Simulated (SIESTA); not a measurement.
Crystal: Pd.

```
Pd
1.0
     0.00000    1.94650    1.94650
     1.94650    0.00000    1.94650
     1.94650    1.94650    0.00000
Pd
1
Direct
  0.00000 0.00000 0.00000
```

Base run:

| Quantity | Value |
| --- | --- |
| Program | SIESTA 5.4.2 |
| Functional | PBE |
| Potentials or basis | PseudoDojo 0.4 standard (PBE files) |
| Basis | TZDP (energy shift 0.002 Ry) |
| Grid cutoff | 800 Ry |
| Energy shift | 0.002 Ry |
| k mesh | 12 × 12 × 12 |
| Occupations | fermi-dirac, width 0.05 eV |
| Spin | no spin polarisation |

Its results: band gap on the k mesh none (metal or under the smearing width); pressure 6.6 GPa.

After a change of settings the same cell gave: band gap on the k mesh none (metal or under the smearing width); pressure -0.8 GPa. Which change was it?
A. basis from TZDP (energy shift 0.002 Ry) to SZ (energy shift 0.002 Ry)
B. basis from TZDP (energy shift 0.002 Ry) to DZ (energy shift 0.01 Ry); energy shift from 0.002 Ry to 0.01 Ry
C. basis from TZDP (energy shift 0.002 Ry) to DZ (energy shift 0.002 Ry)
D. functional from PBE to RGE2; basis from TZDP (energy shift 0.002 Ry) to DZP (energy shift 0.002 Ry)

B.

Caveats: semicore shells carry a single zeta, which can move pressures by several GPa and volumes by a few percent; the basis of atomic orbitals isn't converged, which shifts pressures, moduli and gaps; the basis has no polarisation orbitals (some runs).

Not every run made on this cell is shown here.
